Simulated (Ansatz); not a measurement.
**WC (Fm-3m), tetragonal deformation path**

Method: DFT PBEsol, scalar-relativistic, plane waves, PAW in Ansatz. Settings: plane waves to 420 eV, k-mesh 26×26×26 (Γ-centred), Gaussian smearing 0.15 eV. Spin–orbit coupling is left out, which can shift energies with elements as heavy as these. No spin polarisation. Energies are free energies at this smearing, counted from the undisturbed cell; pressure is positive in compression.

The starting cell (relaxed at this level; this rock-salt form isn't the usual structure):

```
W C
1.0
     0.00000    2.17269    2.17269
     2.17269    0.00000    2.17269
     2.17269    2.17269    0.00000
W C
1 1
Direct
  0.00000 0.00000 0.00000
  0.50000 0.50000 0.50000
```

At fixed volume and fractional coordinates, lengths along (0.000, 0.000, 1.000) are scaled against those across it; ρ is that ratio over its starting value. The cell is metallic on the mesh throughout.

| ρ | ΔE (meV/atom) | pressure (GPa) |
| --- | --- | --- |
| 0.707 | 2369.0 | 93.0 |
| 0.850 | ? | ? |
| 1.000 | 0.0 | 0.0 |
| 1.200 | 355.0 | 25.4 |
| 1.414 | 1172.1 | 82.6 |

Problem. Give the withheld values.

Solution. ΔE (meV/atom) at ρ = 0.850: 432.2; pressure (GPa) at ρ = 0.850: 22.9.

Cost: 5 runs of about 2.2 core-minutes in all, on Arm Neoverse V1 (shared hosts).